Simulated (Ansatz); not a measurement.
## FeO in Ansatz: the effect of starting spin order

FeO:

```
CELL_PARAMETERS angstrom
-1.60210 1.60210 2.08339
1.60210 -1.60210 2.08339
1.60210 1.60210 -2.08339
ATOMIC_POSITIONS crystal
Fe 0.00000 0.00000 0.00000
O 0.50000 0.50000 0.00000
```

The cell comes from a database or a generator and needn't be the stable form of this composition.

Alike in all runs:

| Quantity | Value |
| --- | --- |
| Program | Ansatz 0.2.0 |
| Task | single point |
| Functional | PBE |
| Potentials or basis | Ansatz PAW |
| Cutoff | 420 eV (not typed: the program's choice for these potentials) |
| k mesh | 12 × 12 × 12 |
| Occupations | fermi-dirac, width 0.05 eV |

**Question.** One run gave: energy over the lowest run 803.5 meV/atom; pressure -29.8 GPa; final net moment 0.00 μB; final largest site moment 0.00 μB. Which starting spin order did it use?
A. fm
B. spin off
C. random

**Answer.** B.

```tsv
starting spin order	spin	starting moments	energy over the lowest run (meV/atom)	pressure (GPa)	final net moment (μB)	final largest site moment (μB)
spin off	no spin polarisation	-	803.5	-29.8	0.00	0.00
fm	collinear spin, ferromagnetic start	[3.0, 0.0] μB	0.0	-8.7	4.00	3.40
random	collinear spin, random start	[-2.68, 0.0] μB	0.0	-8.7	-4.00	3.40
```

Caveats: a cell with one magnetic atom can't hold antiferromagnetic order, which such compounds often take (some runs); a pressure of tens of GPa on the cell as given is suspect, and the run, the potentials or the cell itself is likely at fault (some runs).
